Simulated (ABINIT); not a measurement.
Here is an ABINIT 10.8.3 (patched build) calculation.

File run.abi:

```
# Pseudopotentials
pp_dirpath "./"
pseudos "Pd.upf"

# Structure
acell 2.7527666992 2.7527666992 2.7527666992 Angstrom
rprim
     0.0000000000     0.7071067812     0.7071067812
     0.7071067812     0.0000000000     0.7071067812
     0.7071067812     0.7071067812     0.0000000000
ntypat 1
znucl 46
natom 1
typat 1
xred
     0.0000000000     0.0000000000     0.0000000000

# Plane-wave basis
ecut 37.0

# k points
kptopt 1
ngkpt 9 9 9
nshiftk 1
shiftk 0.0 0.0 0.0

# Exchange and correlation
ixc 7

# Bands and occupations
nband 13
occopt 3
tsmear 0.00183747

# SCF cycle
nstep 100
tolvrs 1.0e-10

# Output
iomode 3
prtwf 0
prtden 0
prteig 0
prtebands 0
```

Potentials or basis: PseudoDojo NC SR LDA v0.4.1 standard.

The run is started by

```bash
$ mpirun --bind-to none -np 4 abinit run.abi > log 2>&1
```

**Question.** Estimate the band gap on the k mesh.

**Answer.** None (metal or under the smearing width).
